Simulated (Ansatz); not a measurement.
# PtS2 under changes of volume

One of the cells (18.261 Å³/atom); the others are scaled copies at fixed shape and fractional positions:

```xyz
3
Lattice="3.5432 0.0000 0.0000 -1.7716 3.0685 0.0000 0.0000 0.0000 5.0388" Properties=species:S:1:pos:R:3 pbc="T T T"
Pt    0.0000    0.0000    0.0000
S     1.7716    1.0228    3.8950
S     0.0000    2.0457    1.1438
```

| Item | Value |
| --- | --- |
| Program | Ansatz 0.2.0 |
| Functional | LDA |
| Potentials or basis | Ansatz PAW |
| Cutoff | 420 eV (not typed: the program's choice for these potentials) |
| k mesh | 9 × 9 × 5 |
| Occupations | fermi-dirac, width 0.05 eV |
| Spin | no spin polarisation |

| volume (Å³/atom) | energy over the lowest point (meV/atom) | pressure (GPa) | gap on the mesh (eV) | largest force (eV/Å) |
| --- | --- | --- | --- | --- |
| 17.165 | ? | ? | ? | ? |
| 17.531 | 37.09 | 10.9 | 0.94 | 1.468 |
| 17.896 | 16.64 | 7.1 | 0.92 | 1.123 |
| 18.261 | 4.58 | 3.6 | 0.90 | 0.805 |
| 18.626 | 0.00 | 0.5 | 0.88 | 0.512 |
| 18.992 | 2.11 | -2.3 | 0.86 | 0.242 |
| 19.357 | 10.20 | -4.8 | 0.84 | 0.007 |

What does the run at 17.165 Å³/atom give?

Energy over the lowest point 66.91 meV/atom; pressure 15.3 GPa; gap on the mesh 0.96 eV; largest force 1.843 eV/Å.

Worked out: A Birch-Murnaghan fit of order 3 (a polynomial in V^(-2/3)) to the other rows has its minimum at 18.69 Å³/atom with B0 = V·E''(V) = 147 GPa and B' = 4.8 at fixed shape and positions, which overstates the stiffness. It gives 67.03 meV/atom at 17.165 Å³/atom, against the run's 66.91, and -dE/dV = 15.3 GPa, against 15.3. A straight line through the other rows of the gap, of slope -1.01 eV per unit of ln V, extrapolates to 0.96 eV, against the run's 0.96.

Energies are extrapolated to zero smearing.

Caveats: odd divisions of the mesh miss points on the zone boundary, where band edges often lie, so the gap on the mesh can be too wide; spin-orbit coupling is left out, which moves the levels of the heavy elements; the PAW data sets come from PBE, with cores solved anew for the run's functional, which leaves a small shift of forces and pressure; forces of over 1 eV/Å show positions far from the minimum, so gaps and moduli don't describe the material at rest (some runs).

A mesh can miss the band edges.
